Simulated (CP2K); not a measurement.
# Sb (I4/mmm) in CP2K: further runs, part 2 of 2

CP2K 2026.2. Earlier steps stand in the parts before.

### 4 Single point, LDA

sb_scf.inp

```
&GLOBAL
  PROJECT sb_scf
  RUN_TYPE ENERGY_FORCE
  PRINT_LEVEL LOW
&END GLOBAL
&FORCE_EVAL
  METHOD QS
  STRESS_TENSOR ANALYTICAL
  &DFT
    BASIS_SET_FILE_NAME BASIS_MOLOPT_UZH
    POTENTIAL_FILE_NAME GTH_POTENTIALS
    &MGRID
      CUTOFF 450
      REL_CUTOFF 60
      NGRIDS 4
    &END MGRID
    &QS
      METHOD GPW
      EPS_DEFAULT 1.0E-10
    &END QS
    &KPOINTS
      SCHEME MONKHORST-PACK 12 12 12
      GAMMA_CENTERED T
      SYMMETRY T
      SYMMETRY_BACKEND SPGLIB
    &END KPOINTS
    &SCF
      SCF_GUESS ATOMIC
      EPS_SCF 1.0E-6
      MAX_SCF 100
      ADDED_MOS 8
      CHOLESKY OFF
      EPS_EIGVAL 1.0E-7
      &DIAGONALIZATION ON
        ALGORITHM STANDARD
      &END DIAGONALIZATION
      &MIXING ON
        METHOD BROYDEN_MIXING
        ALPHA 0.4
        BETA 1.5
        NBUFFER 8
      &END MIXING
      &SMEAR ON
        METHOD GAUSSIAN
        SIGMA [eV] 0.02
      &END SMEAR
    &END SCF
    &XC
      &XC_FUNCTIONAL
        &LDA_X
        &END LDA_X
        &LDA_C_PW
        &END LDA_C_PW
      &END XC_FUNCTIONAL
    &END XC
    &PRINT
      &KPOINTS ON
      &END KPOINTS
      &MULLIKEN ON
      &END MULLIKEN
      &MO ON
        ENERGIES T
        OCCUPATION_NUMBERS T
        &EACH
          QS_SCF 0
        &END EACH
        ADD_LAST NUMERIC
      &END MO
      &E_DENSITY_CUBE ON
        STRIDE 1
      &END E_DENSITY_CUBE
      &V_HARTREE_CUBE ON
        STRIDE 1
      &END V_HARTREE_CUBE
      &ELF_CUBE ON
        STRIDE 1
      &END ELF_CUBE
    &END PRINT
  &END DFT
  &SUBSYS
    &CELL
      ABC 3.5107788243 3.5107788242 3.5107788243
      ALPHA_BETA_GAMMA 126.6335899791 126.6335899777 78.8492627155
      PERIODIC XYZ
    &END CELL
    &COORD
      Sb  0.0000000000 0.0000000000 0.0000000000
    &END COORD
    &KIND Sb
      BASIS_SET TZVP-MOLOPT-PBE-GTH-q5
      POTENTIAL GTH-PADE-q5
    &END KIND
    &PRINT
      &ATOMIC_COORDINATES ON
      &END ATOMIC_COORDINATES
      &CELL ON
      &END CELL
    &END PRINT
  &END SUBSYS
  &PRINT
    &FORCES ON
    &END FORCES
    &STRESS_TENSOR ON
    &END STRESS_TENSOR
  &END PRINT
&END FORCE_EVAL
```

Potentials or basis: GTH_POTENTIALS Sb GTH-PADE-q5; TZVP-MOLOPT-PBE-GTH basis.

Run with:

```bash
> OMP_NUM_THREADS=1 cp2k.psmp -i sb_scf.inp -o sb_scf.out
```

sb_scf.out:

```text

 CP2K| version string:                                       CP2K version 2026.2
 CP2K| Input file name                                                sb_scf.inp

 GLOBAL| Force Environment number                                              1
 GLOBAL| Basis set file name                                    BASIS_MOLOPT_UZH
 GLOBAL| Potential file name                                      GTH_POTENTIALS
 GLOBAL| MM Potential file name                                     MM_POTENTIAL
 GLOBAL| Coordinate file name                                      __STD_INPUT__
 GLOBAL| Method name                                                        CP2K
 GLOBAL| Project name                                                     sb_scf
 GLOBAL| Run type                                                   ENERGY_FORCE
 GLOBAL| FFT library                                                       FFTW3
[... 6 lines left out ...]
 GLOBAL| Total number of message passing processes                             1
 GLOBAL| Number of threads for this process                                    1
 GLOBAL| CPU model name                          Intel(R) Xeon(R) Platinum 8488C

 CELL| Volume [angstrom^3]:                                            26.961864
 CELL| Vector a [angstrom]:       3.511     0.000     0.000   |a| =     3.510779
 CELL| Vector b [angstrom]:       0.679     3.445     0.000   |b| =     3.510779
 CELL| Vector c [angstrom]:      -2.095    -1.722     2.230   |c| =     3.510779
 CELL| Angle (b,c), alpha [degree]:                                   126.633590
 CELL| Angle (a,c), beta  [degree]:                                   126.633590
 CELL| Angle (a,b), gamma [degree]:                                    78.849263
 CELL| Numerically orthorhombic:                                              NO
 CELL| Periodicity                                                           XYZ

[... 402 lines left out ...]
 MO|     10               1.135949              30.910738               0.000000
 MO|     11               1.267019              34.477343               0.000000
 MO| Sum:                                                               6.000000
 MO| E(Fermi):            0.225321 a.u.          6.131301 eV
 MO| Band gap:            0.081539 a.u.          2.218781 eV

 [... the levels of further k-points ...]

 The electron density is written in Cube    file format to the file:

 sb_scf-ELECTRON_DENSITY-1_0.cube

 !-----------------------------------------------------------------------------!
                     Mulliken Population Analysis

 #  Atom  Element  Kind  Atomic population                           Net charge
       1     Sb       1          5.000000                              0.000000
 # Total charge                              5.000000                  0.000000

 !-----------------------------------------------------------------------------!

               ----- ELF is computed on the real space grid -----

 ELF is written in Cube    file format to the file:

 sb_scf-ELF_S1-1_0.cube

 ENERGY| Total FORCE_EVAL ( QS ) energy [hartree]             -5.595704542161699

 FORCES| Atomic forces [hartree/bohr]
 FORCES|   Atom     x               y               z               |f|
 FORCES|      1  6.85795256E-15  1.95795650E-14  1.77947380E-14   2.73320980E-14
 FORCES| Sum     6.85795256E-15  1.95795650E-14  1.77947380E-14
 FORCES| Total atomic force                                       2.73320980E-14

 STRESS| Analytical stress tensor [bar]
 STRESS|                        x                   y                   z
 STRESS|      x       -1.35976438111E+04   4.19769908292E+01  -4.19105270899E-04
 STRESS|      y        4.19769908292E+01  -1.36143730095E+04  -1.15941363600E-03
 STRESS|      z       -4.19105270899E-04  -1.15941363600E-03  -1.36486977716E+04
 STRESS| 1/3 Trace                                            -1.36202381974E+04
 STRESS| Determinant                                          -2.52666921743E+12

 STRESS| Eigenvectors and eigenvalues of the analytical stress tensor [bar]
 STRESS|                        1                   2                   3
 STRESS| Eigenvalues  -1.36488106834E+04  -1.36486977681E+04  -1.35632061407E+04
 STRESS|      x          -0.634251754319      0.003551480345      0.773118425036
 STRESS|      y           0.773106414322     -0.004309456743      0.634261697343
 STRESS|      z           0.005584288362      0.999984407663     -0.000012391735
```

Wall time 18 s (1 thread of Intel Xeon Platinum 8488C (Sapphire Rapids), shared host); peak memory 0.27 GiB.

What came out:

| Item | Value |
| --- | --- |
| Free energy | -152.2669 eV |
| Pressure | -1.4 GPa |
| Band gap on the k mesh | none (metal or under the smearing width) |

Caveat: the basis of atomic orbitals isn't converged, which shifts pressures, moduli and gaps. Spin-orbit coupling is left out, which matters for the levels of Sb.

### 5 The runs side by side

```tsv
level	potentials or basis	smearing	potentials	gap on the mesh (eV)	pressure (GPa)
PBEsol	POTENTIAL_UZH Sb GTH-PBE-q5; TZVP-MOLOPT-PBE-GTH basis	gaussian 0.05 eV	Sb GTH-PBE-q5 of POTENTIAL_UZH	none	1.9
PBE	POTENTIAL_UZH Sb GTH-PBE-q5; TZVP-MOLOPT-PBE-GTH basis	gaussian 0.05 eV	Sb GTH-PBE-q5 of POTENTIAL_UZH	none	3.2
LDA	GTH_POTENTIALS Sb GTH-PADE-q5; TZVP-MOLOPT-PBE-GTH basis	gaussian 0.02 eV	Sb GTH-PADE-q5 of GTH_POTENTIALS	none	-1.4
```

Alike in all rows: task single point; no spin polarisation; cell as given; k mesh 12 × 12 × 12.

Caveats: the basis of atomic orbitals isn't converged, which shifts pressures, moduli and gaps; the potentials were made for another functional, which shifts forces and pressure (some runs).

Total energies depend on the potentials used, so only differences within one code and one set of settings carry meaning.
